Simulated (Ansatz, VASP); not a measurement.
## One calculation of Hf, two programs

The input INCAR:

```
SYSTEM = Hf
ALGO     = Normal         ! electronic algorithm
EDIFF    = 1E-7           ! SCF threshold, eV
ENCUT    = 520            ! plane-wave cutoff, eV
GGA      = PE             ! functional
ISIF     = 2              ! what is computed and relaxed
ISMEAR   = -1             ! smearing method
LASPH    = .True.         ! aspherical terms in the spheres
LCHARG   = .False.        ! write CHGCAR
LREAL    = .False.        ! projectors in reciprocal space
LWAVE    = .False.        ! write WAVECAR
NBANDS   = 11             ! bands
NELM     = 60             ! most SCF steps
PREC     = Accurate       ! precision mode
SIGMA    = 0.05           ! smearing width, eV
```

The input KPOINTS:

```
k-points
0
Gamma
  10 10 10
  0 0 0
```

File POSCAR:

```
Hf
1.0
   -1.7928855410      1.7928855410      1.7928855410
    1.7928855410     -1.7928855410      1.7928855410
    1.7928855410      1.7928855410     -1.7928855410
Hf
1
Direct
    0.0000000000      0.0000000000      0.0000000000
```

Contents of input.yaml:

```yaml
crystal:
  lattice:
    - [-1.792885541, 1.792885541, 1.792885541]
    - [1.792885541, -1.792885541, 1.792885541]
    - [1.792885541, 1.792885541, -1.792885541]
  atoms:
    - { symbol: Hf, position: [0.0, 0.0, 0.0] }
hamiltonian:
  xc: pbe
  pseudopotentials: { kind: paw }
kpoints:
  mp_grid: { grid: [10, 10, 10] }
scf:
  occupations: { method: fermi_dirac, width: 0.05 }
output:
  forces: true
  stress: true
  eigenvalues: true
  write_density: true
  write_potential: true
  elf: true
  volumetric_format: npy
```

Change from the starting cell: volume scaled by 0.98.

Alike in both runs: task single point; functional PBE; k mesh 10 × 10 × 10; occupations fermi-dirac, width 0.05 eV; no spin polarisation.

|  | VASP | Ansatz |
| --- | --- | --- |
| version | VASP 6.6.1 | Ansatz 0.2.0 |
| potentials or method | VASP PAW PBE potentials, release 64 (Hf_pv) | Ansatz PAW |
| plane-wave cutoff (eV) | 520 | 420 |
| valence electrons in the cell | 10 | 26 |

VASP gave:

- gap on the k mesh at the Fermi level (eV): none
- pressure (GPa): -3.5

Problem. What did Ansatz give for the same quantities?

Solution. gap on the k mesh at the Fermi level (eV): none; pressure (GPa): -3.1.

A gap of «none» marks a metal or a gap that the smearing closes. The two sets of potentials don't hold the same shells in valence.

The runs have no spin-orbit coupling, so splittings on Hf are missing.
